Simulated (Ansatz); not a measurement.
# Property card for SrO

Method: DFT PBE, scalar-relativistic, plane waves, PAW (Ansatz 0.2.0).

Plane waves to 420 eV, a k mesh through Γ of 8×8×8 on the computed 2-atom cell and Gaussian smearing (0.02 eV); no spin polarisation.

The structure is relaxed at this level of theory with its symmetry kept.

```cif
data_structure
_symmetry_space_group_name_H-M 'Fm-3m'
_symmetry_Int_Tables_number 225
_cell_length_a 5.1947
_cell_length_b 5.1947
_cell_length_c 5.1947
_cell_angle_alpha 90.000
_cell_angle_beta 90.000
_cell_angle_gamma 90.000
_cell_volume 140.18
loop_
_atom_site_label
_atom_site_type_symbol
_atom_site_symmetry_multiplicity
_atom_site_Wyckoff_symbol
_atom_site_fract_x
_atom_site_fract_y
_atom_site_fract_z
_atom_site_occupancy
Sr1 Sr 4 b 0.50000 0.00000 0.00000 1
O1 O 4 a 0.00000 0.00000 0.00000 1
```

- Space group: Fm-3m (No. 225)
- Volume per atom: 17.52 Å³
- Formation energy from the elements' standard states (uncorrected): -2.719 eV/atom
- Kohn–Sham band gap: 3.33 eV
- Löwdin character of the top 1 eV of the valence band: O 2p 92 %, unprojected 5 %
- Bader charges (e): Sr (1 in the cell) 1.49, O (1 in the cell) -1.49